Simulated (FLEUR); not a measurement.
The system is Nb.

```
Nb
1.0
    -1.66395    1.66395    1.66395
     1.66395   -1.66395    1.66395
     1.66395    1.66395   -1.66395
Nb
1
Direct
  0.00000 0.00000 0.00000
```

| Property | Result |
| --- | --- |
| Program | FLEUR MaX-R8.1 (later development tree) |
| Task | single point |
| Functional | PBEsol |
| Potentials or basis | all-electron |
| Basis | FLAPW |
| Kmax | 4.1 1/bohr |
| k mesh | 11 × 11 × 11 |
| Occupations | fermi-dirac, width 0.05 eV |
| Spin | no spin polarisation |
| Gmax | 12.7 1/bohr |
| Muffin-tin radii | Nb 2.47 bohr |
| lmax | Nb 10 |
| lnonsphr | Nb 10 |
| Local orbitals a species | Nb 5 |
| Max iterations | 60 |
| Mixing factor | 0.05 |
| Mixer | Anderson |
| Mixer history | 15 |

On this cell: band gap on the k mesh none (metal or under the smearing width).

The same run follows on a disturbed copy (cell strained at random at fixed volume):

```xyz
1
Lattice="-1.6548 1.6619 1.6631 1.6119 -1.6698 1.6281 1.7028 1.7178 -1.6710" Properties=species:S:1:pos:R:3 pbc="T T T"
Nb    0.0014    0.0170   -0.0261
```

What does the disturbed cell give?

The energy (extrapolated to zero smearing) moves by +3.3 meV/atom; band gap on the k mesh none (metal or under the smearing width).
